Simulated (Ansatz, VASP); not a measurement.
# Hg: VASP beside Ansatz

The input run.py:

```python
from ase.calculators.vasp import Vasp
from ase.dft.bandgap import bandgap
from ase.io import read

atoms = read('Hg.cif', primitive_cell=True, subtrans_included=False)
calc = Vasp(
    directory='calc',
    xc='pbe',
    pp='PBE',
    setups='minimal',
    prec='Accurate',
    encut=500,
    ediff=1e-07,
    ismear=0,
    sigma=0.05,
    lreal=False,
    lasph=True,
    nelm=60,
    algo='Fast',
    isif=2,
    lwave=False,
    lcharg=True,
    lelf=True,
    lvhar=True,
    kpts=[9, 9, 9],
    gamma=True,
)
atoms.calc = calc

print('energy (eV):', atoms.get_potential_energy())
print('free energy (eV):', atoms.get_potential_energy(force_consistent=True))
print('forces (eV/A):')
print(atoms.get_forces())
print('stress (eV/A^3, Voigt):', atoms.get_stress())
print('Fermi level (eV):', calc.get_fermi_level())
gap, top, bottom = bandgap(calc)
print('band gap (eV):', gap, 'from (spin, k, band)', top, 'to', bottom)
```

Contents of Hg.cif:

```cif
data_Hg
_cell_length_a 4.24863698
_cell_length_b 5.34516499
_cell_length_c 3.58309712
_cell_angle_alpha 90.00000000
_cell_angle_beta 126.17882661
_cell_angle_gamma 90.00000000
_space_group_name_H-M_alt 'C2/m'
_space_group_name_Hall '-C 2y'
_space_group_IT_number 12
loop_
_space_group_symop_operation_xyz
'x,y,z'
'-x,-y,-z'
'-x,y,-z'
'x,-y,z'
'x+1/2,y+1/2,z'
'-x+1/2,-y+1/2,-z'
'-x+1/2,y+1/2,-z'
'x+1/2,-y+1/2,z'
loop_
_atom_site_label
_atom_site_type_symbol
_atom_site_symmetry_multiplicity
_atom_site_Wyckoff_symbol
_atom_site_fract_x
_atom_site_fract_y
_atom_site_fract_z
_atom_site_occupancy
Hg1 Hg 2 a 0.0000000000 0.0000000000 0.0000000000 1
```

The input input.yaml:

```yaml
crystal:
  lattice:
    - [2.1243184923, -2.6725824964, 0.0]
    - [2.1243184923, 2.6725824964, 0.0]
    - [-2.1151288124, 0.0, 2.8921990043]
  atoms:
    - { symbol: Hg, position: [0.0, 0.0, 0.0] }
hamiltonian:
  xc: pbe
  pseudopotentials: { kind: paw }
kpoints:
  mp_grid: { grid: [9, 9, 9] }
scf:
  occupations: { method: gaussian, width: 0.05 }
output:
  forces: true
  stress: true
  eigenvalues: true
  write_density: true
  write_potential: true
  elf: true
  volumetric_format: npy
```

Alike in both runs: task single point; functional PBE; k mesh 9 × 9 × 9; occupations gaussian, width 0.05 eV; no spin polarisation.

|  | VASP | Ansatz |
| --- | --- | --- |
| version | VASP 6.6.1 | Ansatz 0.2.0 |
| potentials or method | VASP PAW PBE potentials, release 64 (Hg) | Ansatz PAW |
| plane-wave cutoff (eV) | 500 | 420 |
| valence electrons in the cell | 12 | 20 |

VASP gave:

| Property | Result |
| --- | --- |
| gap on the k mesh at the Fermi level (eV) | none |
| pressure (GPa) | -0.5 |
| largest component of the traceless stress (GPa) | 0.32 |

Problem. Which values does Ansatz return?

Solution. gap on the k mesh at the Fermi level (eV): none; pressure (GPa): -0.6; largest component of the traceless stress (GPa): 0.31.

A gap of «none» marks a metal or a gap that the smearing closes. The two sets of potentials don't hold the same shells in valence.

The runs have no spin-orbit coupling, so splittings on Hg are missing.
